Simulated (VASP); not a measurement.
# Au (Fm-3m) in VASP: further runs, part 2 of 2

VASP 6.6.1.

## 5. Relaxation of the atoms, LDA (a relaxed cell with its volume scaled by 1.02)

File INCAR:

```
PREC     = Accurate       # precision mode
ENCUT    = 600            # plane-wave cutoff, eV
EDIFF    = 1E-7           # SCF threshold, eV
ISMEAR   = 1              # smearing method
SIGMA    = 0.1            # smearing width, eV
LREAL    = False          # projectors in reciprocal space
LASPH    = True           # aspherical terms in the spheres
NELM     = 80             # most SCF steps
ALGO     = Normal         # electronic algorithm
ISIF     = 2              # what is computed and relaxed
LWAVE    = False          # write WAVECAR
LCHARG   = False          # write CHGCAR
IBRION   = 2              # ionic algorithm
NSW      = 40             # ionic steps
EDIFFG   = -0.01          # ionic threshold
```

File KPOINTS:

```
regular mesh
0
Gamma
  16 16 16
```

File POSCAR:

```
Au                                      
1.0
    0.0000000000      2.0396320027      2.0396320027
    2.0396320027      0.0000000000      2.0396320027
    2.0396320027      2.0396320027      0.0000000000
  Au            
     1
Direct
     0.0000000000000000    0.0000000000000000    0.0000000000000000
```

Potentials or basis: VASP PAW LDA potentials, release 64 (Au).

On the command line:

```bash
$ cat potpaw_LDA.64/Au/POTCAR > POTCAR
$ mpirun -np 1 vasp_std > vasp.out
```

OUTCAR:

```text
PREC = Accurate
   ENCUT = 600
   EDIFF = 1E-7
   ISMEAR = 1
   LREAL = False
   LASPH = True
   NELM = 80
   ISIF = 2
   IBRION = 2
   NSW = 40
   EDIFFG = -0.01

 ion  position               nearest neighbor table
   1  0.000  0.000  0.000-

  LATTYP: Found a face centered cubic cell.
 ALAT       =     4.0792640054

  Lattice vectors:

 A1 = (   0.0000000000,   2.0396320027,   2.0396320027)
 A2 = (   2.0396320027,   0.0000000000,   2.0396320027)
 A3 = (   2.0396320027,   2.0396320027,   0.0000000000)

Analysis of symmetry for initial positions (statically):
=====================================================================
 Subroutine PRICEL returns:
 Original cell was already a primitive cell.

 Routine SETGRP: Setting up the symmetry group for a
 face centered cubic supercell.

 Subroutine GETGRP returns: Found 48 space group operations
 (whereof 48 operations were pure point group operations)
 out of a pool of 48 trial point group operations.

The static configuration has the point symmetry O_h .

Analysis of symmetry for dynamics (positions and initial velocities):
[... 165 lines left out ...]

 k-point     1 :       0.0000    0.0000    0.0000
  band No.  band energies     occupation
      1      -0.6029      2.00000
      2       4.6233      2.00000
      3       4.6233      2.00000
      4       4.6233      2.00000
      5       6.1739      2.00000
      6       6.1739      2.00000
      7      23.8375      0.00000
      8      27.8157      0.00000
      9      27.8157      0.00000
[... 265 lines left out ...]
 k-point    24 :      -0.0625    0.0625    0.0000
  band No.  band energies     occupation
      1      -0.2415      2.00000
      2       4.4902      2.00000
      3       4.7369      2.00000
      4       4.7722      2.00000
      5       6.0466      2.00000
      6       6.1994      2.00000
      7      24.2480      0.00000
      8      26.1305      0.00000
      9      27.6061      0.00000

 [... further k-points ...]

------------------------ aborting loop because EDIFF is reached ----------------------------------------

  FORCE on cell =-STRESS in cart. coord.  units (eV):
  Direction    XX          YY          ZZ          XY          YZ          ZX
  --------------------------------------------------------------------------------------
  -------------------------------------------------------------------------------------
  Total       -0.3874743     -0.3874743     -0.3874743     -0.0000000      0.0000000     -0.0000000
  in kB      -36.5820507    -36.5820507    -36.5820507     -0.0000000      0.0000000     -0.0000000
  external PRESSURE =     -36.5820507 kB  Pullay stress =       0.0000000 kB

 VOLUME and BASIS-vectors are now :
 -----------------------------------------------------------------------------
  energy-cutoff  :      600.00
  volume of cell :       16.97
      direct lattice vectors                 reciprocal lattice vectors
     0.000000000  2.039632003  2.039632003    -0.245142261  0.245142261  0.245142261
     2.039632003  0.000000000  2.039632003     0.245142261 -0.245142261  0.245142261
     2.039632003  2.039632003  0.000000000     0.245142261  0.245142261 -0.245142261

 POSITION                                       TOTAL-FORCE (eV/Angst)
 -----------------------------------------------------------------------------------
      0.00000      0.00000      0.00000         0.000000      0.000000      0.000000
 -----------------------------------------------------------------------------------
    total drift:                               -0.000000      0.000000      0.000000

  FREE ENERGIE OF THE ION-ELECTRON SYSTEM (eV)
  ---------------------------------------------------
  free  energy   TOTEN  =        -4.4409618734 eV

  energy  without entropy=       -4.4408504361  energy(sigma->0) =       -4.44092473

 reached required accuracy - stopping structural energy minimisation
```

Wall time 12 s (1 thread of AMD EPYC 9R45 (Zen 5), shared host); peak memory 0.12 GiB.

Results:

```
Free energy             : -4.4410 eV
Pressure after relaxing : -3.7 GPa
Band gap on the k mesh  : none (metal or under the smearing width)
```

Final structure:
```
CELL_PARAMETERS angstrom
0.00000 2.03963 2.03963
2.03963 0.00000 2.03963
2.03963 2.03963 0.00000
ATOMIC_POSITIONS crystal
Au 0.00000 0.00000 0.00000
```

Levels at points of the mesh, in eV from the Fermi level:
```csv
k point,band 3,band 4,band 5,band 6,band 7,band 8,band 9
"(0.00, 0.00, 0.00)",-4.69,-4.69,-3.14,-3.14,14.52,18.50,18.50
"(0.50, 0.00, 0.00)",-4.72,-1.93,-1.93,-0.99,3.11,13.98,17.09
"(0.50, 0.50, 0.00)",-1.97,-1.60,-1.60,0.99,5.82,9.97,9.97
```

Caveat: the relaxation stopped at its first step, so nothing moved. Spin-orbit coupling is left out, which matters for the levels of Au.

## 6. Relaxation of the atoms, LDA (a relaxed cell with its volume scaled by 1.04)

INCAR is that of step 5.

KPOINTS is that of step 5.

File POSCAR:

```
Au                                      
1.0
    0.0000000000      2.0528767375      2.0528767375
    2.0528767375      0.0000000000      2.0528767375
    2.0528767375      2.0528767375      0.0000000000
  Au            
     1
Direct
     0.0000000000000000    0.0000000000000000    0.0000000000000000
```

Potentials or basis: VASP PAW LDA potentials, release 64 (Au).

On the command line:

```bash
$ cat potpaw_LDA.64/Au/POTCAR > POTCAR
$ mpirun -np 1 vasp_std > vasp.out
```

Run time: 13 s. Hardware: 1 thread of AMD EPYC 9R45 (Zen 5), shared host; peak memory 0.12 GiB.

Results (log left out):

- Free energy: -4.4301 eV
- Pressure after relaxing: -6.8 GPa
- Band gap on the k mesh: none (metal or under the smearing width)

Final structure:
```cif
data_structure
_symmetry_space_group_name_H-M 'P 1'
_symmetry_Int_Tables_number 1
_cell_length_a 2.9032
_cell_length_b 2.9032
_cell_length_c 2.9032
_cell_angle_alpha 60.000
_cell_angle_beta 60.000
_cell_angle_gamma 60.000
_cell_volume 17.30
loop_
_atom_site_label
_atom_site_type_symbol
_atom_site_fract_x
_atom_site_fract_y
_atom_site_fract_z
_atom_site_occupancy
Au1 Au 0.00000 0.00000 0.00000 1
```

Levels at points of the mesh, in eV from the Fermi level:
| k point | band 4 | band 5 | band 6 | band 7 | band 8 | band 9 |
| --- | --- | --- | --- | --- | --- | --- |
| (0.00, 0.00, 0.00) | -4.58 | -3.08 | -3.08 | 14.56 | 18.43 | 18.43 |
| (0.50, 0.00, 0.00) | -1.90 | -1.90 | -0.88 | 3.02 | 14.01 | 16.96 |
| (0.50, 0.50, 0.00) | -1.59 | -1.59 | 1.06 | 5.67 | 9.93 | 9.93 |

Caveat: the relaxation stopped at its first step, so nothing moved. Spin-orbit coupling is left out, which matters for the levels of Au.

## 7. The runs side by side

```csv
cell,gap on the mesh (eV),pressure (GPa)
atoms relaxed from: a relaxed cell with its volume scaled by 0.96,none,8.9
atoms relaxed from: a relaxed cell with its volume scaled by 0.98,none,4.1
atoms relaxed,none,0.0
atoms relaxed from: a relaxed cell with its volume scaled by 1.02,none,-3.7
atoms relaxed from: a relaxed cell with its volume scaled by 1.04,none,-6.8
```

Alike in all rows: task relaxation of the atoms; level LDA; potentials or basis VASP PAW LDA potentials, release 64 (Au); no spin polarisation; k mesh 16 × 16 × 16; cutoff (eV) 600; smearing methfessel-paxton 0.1 eV.

Caveats: the relaxation stopped at its first step, so nothing moved.

Absolute energies hang on the potentials; compare differences alone.
